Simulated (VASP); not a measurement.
# CdS (F-43m) in VASP: a series of runs

One crystal, CdS, is run at these levels: PBEsol, LDA; tasks: relaxation of cell and atoms.

All numbers are computed with VASP 6.6.1; they aren't measurements. Logs are shortened: lines on timing, memory, paths and dates and some standing lists are left out, and cuts for length are marked.

### Step 1. The crystal as given

Symmetry: F-43m, No. 216, cubic system. Conventional cell: a = 5.886 Å, b = 5.886 Å, c = 5.886 Å, α = 90.00°, β = 90.00°, γ = 90.00°. Around Cd (site symmetry -43m) lie 4 S at 2.55 Å. S (site symmetry -43m) has 4 Cd at 2.55 Å as nearest neighbours.

The cell is a database's computed one.

### Step 2. Relaxation of cell and atoms, PBEsol

Contents of INCAR:

```
SYSTEM = CdS
PREC = Accurate ; ENCUT = 600
EDIFF = 1E-7 ; ISMEAR = 0
SIGMA = 0.02 ; LREAL = .False.
LASPH = .True. ; NELM = 60
ALGO = Normal ; ISIF = 3
LWAVE = .False. ; LCHARG = .False.
GGA = PS ; IBRION = 2
NSW = 90 ; EDIFFG = -0.005
```

Contents of KPOINTS:

```
Automatic mesh
0
Gamma
  8 8 8
  0 0 0
```

Contents of POSCAR:

```
CdS
1.0
    0.0000000000      2.9429534600      2.9429534600
    2.9429534600      0.0000000000      2.9429534600
    2.9429534600      2.9429534600      0.0000000000
Cd S
1 1
Direct
    0.0000000000      0.0000000000      0.0000000000
    0.7500000000      0.7500000000      0.7500000000
```

Potentials or basis: VASP PAW PBE potentials, release 64 (Cd, S).

The run is started by

```bash
$ cat potpaw_PBE.64/Cd/POTCAR potpaw_PBE.64/S/POTCAR > POTCAR
$ mpirun -np 1 vasp_std > vasp.out
```

OUTCAR:

```text
SYSTEM = CdS
   PREC = Accurate
   ENCUT = 600
   EDIFF = 1E-7
   ISMEAR = 0
   LREAL = .False.
   LASPH = .True.
   NELM = 60
   ISIF = 3
   GGA = PS
   IBRION = 2
   NSW = 90
   EDIFFG = -0.005

 ion  position               nearest neighbor table
   1  0.000  0.000  0.000-   2 2.55   2 2.55   2 2.55   2 2.55
   2  0.750  0.750  0.750-   1 2.55   1 2.55   1 2.55   1 2.55

  LATTYP: Found a face centered cubic cell.
 ALAT       =     5.8859069200

  Lattice vectors:

 A1 = (   0.0000000000,   2.9429534600,   2.9429534600)
 A2 = (   2.9429534600,   0.0000000000,   2.9429534600)
 A3 = (   2.9429534600,   2.9429534600,   0.0000000000)

Analysis of symmetry for initial positions (statically):
=====================================================================
 Subroutine PRICEL returns:
 Original cell was already a primitive cell.

 Routine SETGRP: Setting up the symmetry group for a
 face centered cubic supercell.

 Subroutine GETGRP returns: Found 24 space group operations
 (whereof 24 operations were pure point group operations)
 out of a pool of 48 trial point group operations.

The static configuration has the point symmetry T_d .

Analysis of symmetry for dynamics (positions and initial velocities):
=====================================================================
 Subroutine PRICEL returns:
 Original cell was already a primitive cell.

 Routine SETGRP: Setting up the symmetry group for a
 face centered cubic supercell.

 Subroutine GETGRP returns: Found 24 space group operations
 (whereof 24 operations were pure point group operations)
 out of a pool of 48 trial point group operations.

The dynamic configuration has the point symmetry T_d .

 Subroutine INISYM returns: Found 24 space group operations
 (whereof 24 operations are pure point group operations),
 and found     1 'primitive' translations

----------------------------------------------------------------------------------------

                                     Primitive cell

  volume of cell :      50.9777

  direct lattice vectors                    reciprocal lattice vectors
     0.000000000  2.942953460  2.942953460    -0.169897352  0.169897352  0.169897352
     2.942953460  0.000000000  2.942953460     0.169897352 -0.169897352  0.169897352
     2.942953460  2.942953460  0.000000000     0.169897352  0.169897352 -0.169897352

  length of vectors
     4.161964697  4.161964697  4.161964697     0.294270846  0.294270846  0.294270846

  position of ions in fractional coordinates (direct lattice)
     0.000000000  0.000000000  0.000000000
     0.750000000  0.750000000  0.750000000

  ion indices of the primitive-cell ions
   primitive index   ion index
                 1           1
                 2           2

----------------------------------------------------------------------------------------

 KPOINTS: Automatic mesh

Automatic generation of k-mesh.
 Grid dimensions read from file:
 generate k-points for:    8    8    8

 Generating k-lattice:

  Cartesian coordinates                     Fractional coordinates (reciprocal lattice)
    -0.021237169  0.021237169  0.021237169     0.125000000  0.000000000  0.000000000
     0.021237169 -0.021237169  0.021237169     0.000000000  0.125000000  0.000000000
     0.021237169  0.021237169 -0.021237169     0.000000000  0.000000000  0.125000000

  Length of vectors
     0.036783856  0.036783856  0.036783856

  Shift w.r.t. Gamma in fractional coordinates (k-lattice)
     0.000000000  0.000000000  0.000000000

 Subroutine IBZKPT returns following result:
 ===========================================

 Found     29 irreducible k-points:

 Following reciprocal coordinates:
            Coordinates               Weight
  0.000000  0.000000  0.000000      1.000000
  0.125000  0.000000  0.000000      8.000000
  0.250000  0.000000  0.000000      8.000000
  0.375000  0.000000  0.000000      8.000000
  0.500000  0.000000  0.000000      4.000000
  0.125000  0.125000  0.000000      6.000000
[... 16 lines left out ...]
  0.500000  0.250000  0.125000     48.000000
 -0.375000  0.250000  0.125000     24.000000
 [... further k-points ...]
   k-points           NKPTS =     29   k-points in BZ     NKDIM =     29   number of bands    NBANDS=     13
   number of dos      NEDOS =    301   number of ions     NIONS =      2
   total plane-waves  NPLWV =  46656
   dimension x,y,z NGX =    36 NGY =   36 NGZ =   36
   dimension x,y,z NGXF=    72 NGYF=   72 NGZF=   72
   ions per type =               1   1
   NGX,Y,Z   is equivalent  to a cutoff of  14.38, 14.38, 14.38 a.u.
   NGXF,Y,Z  is equivalent  to a cutoff of  28.76, 28.76, 28.76 a.u.
 SYSTEM =  CdS
   PREC   = accura    normal or accurate (medium, high low for compatibility)
   ISTART =      0    job   : 0-new  1-cont  2-samecut
   ICHARG =      2    charge: 1-file 2-atom 10-const
   ISPIN  =      1    spin polarized calculation?
   LNONCOLLINEAR =      F non collinear calculations
   LSORBIT =      F    spin-orbit coupling
   LASPH  =      T    aspherical Exc in radial PAW
   ENCUT  =  600.0 eV  44.10 Ry    6.64 a.u.   8.31  8.31  8.31*2*pi/ulx,y,z
   NELM   =     60;   NELMIN=  2; NELMDL= -5     # of ELM steps
   EDIFF  = 0.1E-06   stopping-criterion for ELM
   LREAL  =      F    real-space projection
   EDIFFG = -.5E-02   stopping-criterion for IOM
   NSW    =     90    number of steps for IOM
   IBRION =      2    ionic relax: 0-MD 1-quasi-New 2-CG
   NFREE  =      1    steps in history (QN), initial steepest desc. (CG)
   ISIF   =      3    stress and relaxation
   ISYM   =      2    0-nonsym 1-usesym 2-fastsym
   POTIM  = 0.5000    time-step for ionic-motion
   TEBEG  =    0.0;   TEEND  =   0.0 temperature during run
   PSTRESS=    0.0 pullay stress
   NELECT =      18.0000    total number of electrons
   NUPDOWN=      -1.0000    fix difference up-down
   EMIN   =  10.00;   EMAX   =-10.00  energy-range for DOS
   EFERMI =   0.00;   METHOD = LEGACY
   ISMEAR =     0;   SIGMA  =   0.02  broadening in eV -4-tet -1-fermi 0-gaus
   EFERMI_NEDOS =   21; number of points for ismear=-14 and -15
   IALGO  =     38    algorithm
   IMIX   =      4    mixing-type and parameters
     AMIX     =   0.40;   BMIX     =  1.00
     AMIX_MAG =   1.60;   BMIX_MAG =  1.00
  volume/ion in A,a.u.               =      25.49       172.01
  Fermi-wavevector in a.u.,A,eV,Ry     =   1.157104  2.186609 18.216690  1.338889
  Thomas-Fermi vector in A             =   2.293718
   LORBIT       =      0    0 simple, 1 ext, 2 COOP (PROOUT), +10 PAW based schemes
   GGA     = PS    functional components
   LHFCALC =     F    Hartree Fock is set to
   AEXX    =    0.0000 exact exchange contribution
   IVDW    =     0    specifies the selected vdW correction
   LEPSILON=     F    determine dielectric tensor
   LRPA    =     F    only Hartree local field effects (RPA)
 conjugate gradient relaxation of ions
 non-spin polarized calculation
 Gauss-broadening in eV      SIGMA  =   0.02
  energy-cutoff  :      600.00
  volume of cell :       50.98
 maximum number of plane-waves:      1727
 NGX is ok and might be reduce to    36
   NGX = 17   NGY = 17   NGZ = 17

--------------------------------------- Ionic step        1  -------------------------------------------

 number of electron      17.9999999 magnetization

 Free energy of the ion-electron system (eV)
  ---------------------------------------------------
  ext. energy  EPLUGINS =         0.00000000
  ---------------------------------------------------
  free energy    TOTEN  =        -6.80804634 eV

  energy without entropy =       -6.80804634  energy(sigma->0) =       -6.80804634

------------------------ aborting loop because EDIFF is reached ----------------------------------------

  FORCE on cell =-STRESS in cart. coord.  units (eV):
  Direction    XX          YY          ZZ          XY          YZ          ZX
  --------------------------------------------------------------------------------------
  -------------------------------------------------------------------------------------
  Total       -0.4731868     -0.4731868     -0.4731868      0.0000000      0.0000000     -0.0000000
  in kB      -14.8717837    -14.8717837    -14.8717837      0.0000000      0.0000000     -0.0000000
  external PRESSURE =     -14.8717837 kB  Pullay stress =       0.0000000 kB
[... 57 lines left out ...]
  energy  without entropy=       -6.8134645091  energy(sigma->0) =       -6.81346451

--------------------------------------- Ionic step        3  -------------------------------------------

 number of electron      17.9999999 magnetization

 Free energy of the ion-electron system (eV)
  ---------------------------------------------------
  ext. energy  EPLUGINS =         0.00000000
  ---------------------------------------------------
  free energy    TOTEN  =        -6.81419874 eV

  energy without entropy =       -6.81419874  energy(sigma->0) =       -6.81419874

 E-fermi :   1.2831     XC(G=0):  -9.3716

 val. band max:        1.1997717949   @ k =   0.0000   0.0000   0.0000
 cond. band min:       2.2052253206   @ k =   0.0000   0.0000   0.0000
 fundamental gap:      1.0054535257
 Fermi energy:         1.2830621259

 k-point     1 :       0.0000    0.0000    0.0000
  band No.  band energies     occupation
      1     -11.1760      2.00000
      2      -6.5243      2.00000
      3      -6.5243      2.00000
      4      -6.5243      2.00000
      5      -6.0380      2.00000
      6      -6.0380      2.00000
      7       1.1998      2.00000
      8       1.1998      2.00000
      9       1.1998      2.00000
     10       2.2052      0.00000
     11       7.6449      0.00000
     12       7.6449      0.00000
     13       7.6449      0.00000
[... 353 lines left out ...]
 k-point    24 :      -0.3750    0.2500    0.1250
  band No.  band energies     occupation
      1     -10.6724      2.00000
      2      -6.3598      2.00000
      3      -6.3204      2.00000
      4      -6.0658      2.00000
      5      -6.0115      2.00000
      6      -5.5427      2.00000
      7      -2.9781      2.00000
      8      -0.7729      2.00000
      9      -0.0406      2.00000
     10       5.4863      0.00000
     11       6.8885      0.00000
     12       8.3177      0.00000
     13       9.4601      0.00000

 [... further k-points ...]

------------------------ aborting loop because EDIFF is reached ----------------------------------------

  FORCE on cell =-STRESS in cart. coord.  units (eV):
  Direction    XX          YY          ZZ          XY          YZ          ZX
  --------------------------------------------------------------------------------------
  -------------------------------------------------------------------------------------
  Total       -0.0063154     -0.0063154     -0.0063154      0.0000000      0.0000000      0.0000000
  in kB       -0.2036555     -0.2036555     -0.2036555      0.0000000      0.0000000      0.0000000
  external PRESSURE =      -0.2036555 kB  Pullay stress =       0.0000000 kB
[... 17 lines left out ...]
  FREE ENERGIE OF THE ION-ELECTRON SYSTEM (eV)
  ---------------------------------------------------
  free  energy   TOTEN  =        -6.8141987388 eV

  energy  without entropy=       -6.8141987388  energy(sigma->0) =       -6.81419874

 reached required accuracy - stopping structural energy minimisation
```

It took 45 s on 1 thread of AMD EPYC 9R45 (Zen 5), shared host; peak memory 0.19 GiB.

What came out:

| Property | Result |
| --- | --- |
| Free energy | -6.8142 eV |
| Relaxed volume | 24.84 Å³/atom |
| Relaxed cell | a = 4.126 Å, b = 4.126 Å, c = 4.126 Å, α = 60.00°, β = 60.00°, γ = 60.00° |
| Space group after relaxing (to 0.05 Å) | F-43m (No. 216) |
| Energy gained by relaxing | 3.1 meV/atom |
| Ionic steps | 3 |
| Pressure after relaxing | 0.0 GPa |
| Band gap on the k mesh | 1.01 eV, direct |

Step by step:
| step | energy change (eV) | largest force (eV/Å) | pressure (GPa) | volume (Å³) |
| --- | --- | --- | --- | --- |
| 1 | 0.0000 | 0.0000 | -1.49 | 50.98 |
| 2 | -0.0054 | 0.0000 | 0.55 | 49.25 |
| 3 | -0.0062 | 0.0000 | -0.02 | 49.68 |

Final structure:
```xyz
2
Lattice="0.0000 2.9178 2.9178 2.9178 0.0000 2.9178 2.9178 2.9178 0.0000" Properties=species:S:1:pos:R:3 pbc="T T T"
Cd    0.0000    0.0000    0.0000
S     4.3768    4.3768    4.3768
```

Levels at points of the mesh, in eV from the valence-band top:
```csv
k point,band 5,band 6,band 7,band 8,band 9,band 10,band 11,band 12,band 13
"(0.00, 0.00, 0.00)",-7.24,-7.24,0.00,0.00,0.00,1.01,6.45,6.45,6.45
"(0.50, 0.00, 0.00)",-7.20,-6.86,-4.47,-0.76,-0.76,2.89,6.91,6.91,7.32
"(0.50, 0.50, 0.00)",-7.15,-6.80,-4.01,-1.91,-1.91,3.39,4.25,9.07,10.66
```

Caveat: the PAW data sets were made with another functional, which shifts forces and pressure a little. PBEsol gaps usually lie below the measured ones, often by a third to a half.

### Step 3. Relaxation of cell and atoms, LDA

Edit INCAR of step 2 so:

```diff
@@ -7,3 +7,3 @@
 LWAVE = .False. ; LCHARG = .False.
-GGA = PS ; IBRION = 2
+GGA = CA ; IBRION = 2
 NSW = 90 ; EDIFFG = -0.005
```

KPOINTS is that of step 2.

POSCAR is that of step 2.

Potentials or basis: VASP PAW LDA potentials, release 64 (Cd, S).

The run is started by

```bash
$ cat potpaw_LDA.64/Cd/POTCAR potpaw_LDA.64/S/POTCAR > POTCAR
$ mpirun -np 1 vasp_std > vasp.out
```

It took 41 s on 1 thread of AMD EPYC 9R45 (Zen 5), shared host; peak memory 0.16 GiB.

Results (log left out):

- Free energy: -7.4083 eV
- Relaxed volume: 24.03 Å³/atom
- Relaxed cell: a = 4.081 Å, b = 4.081 Å, c = 4.081 Å, α = 60.00°, β = 60.00°, γ = 60.00°
- Space group after relaxing (to 0.05 Å): F-43m (No. 216)
- Energy gained by relaxing: 16.9 meV/atom
- Ionic steps: 3
- Pressure after relaxing: 0.0 GPa
- Band gap on the k mesh: 0.96 eV, direct

Step by step:
| step | energy change (eV) | largest force (eV/Å) | pressure (GPa) | volume (Å³) |
| --- | --- | --- | --- | --- |
| 1 | 0.0000 | 0.0000 | -3.51 | 50.98 |
| 2 | -0.0285 | 0.0000 | 1.64 | 46.97 |
| 3 | -0.0339 | 0.0000 | 0.00 | 48.05 |

Final structure:
```
CELL_PARAMETERS angstrom
0.00000 2.88550 2.88550
2.88550 0.00000 2.88550
2.88550 2.88550 0.00000
ATOMIC_POSITIONS crystal
Cd 0.00000 0.00000 0.00000
S 0.75000 0.75000 0.75000
```

Levels at points of the mesh, in eV from the valence-band top:
| k point | band 7 | band 8 | band 9 | band 10 | band 11 | band 12 |
| --- | --- | --- | --- | --- | --- | --- |
| (0.00, 0.00, 0.00) | 0.00 | 0.00 | 0.00 | 0.96 | 6.35 | 6.35 |
| (0.50, 0.00, 0.00) | -4.72 | -0.82 | -0.82 | 2.83 | 6.84 | 6.84 |
| (0.50, 0.50, 0.00) | -4.20 | -2.04 | -2.04 | 3.25 | 4.20 | 9.10 |

Expect the measured gap to be larger: semilocal functionals such as LDA lack the derivative discontinuity.
